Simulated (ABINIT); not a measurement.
Sb:

```
CELL_PARAMETERS angstrom
3.35453 0.00000 0.00000
-1.67727 2.90511 0.00000
0.00000 0.00000 5.47016
ATOMIC_POSITIONS crystal
Sb 0.66667 0.33333 0.75000
Sb 0.33333 0.66667 0.25000
```

This isn't the form of Sb at room conditions, which is rhombohedral.

Base run:

- Program: ABINIT 10.8.3 (patched build)
- Functional: LDA
- Potentials or basis: PseudoDojo NC SR LDA v0.4.1 standard
- Cutoff: 1088 eV
- k mesh: 7 × 7 × 4
- Occupations: fermi-dirac, width 0.05 eV
- Spin: no spin polarisation

Its results: band gap on the k mesh none (metal or under the smearing width); pressure -2.5 GPa.

Task: The run is repeated on the same cell with these changes: functional from LDA to PBEsol; potentials or basis from PseudoDojo NC SR LDA v0.4.1 standard to PseudoDojo NC SR PBEsol v0.4.1 standard; cutoff from 1088 eV to 980 eV. What comes out?

Result: Band gap on the k mesh none (metal or under the smearing width); pressure -2.9 GPa.

Not every run made on this cell is shown here.
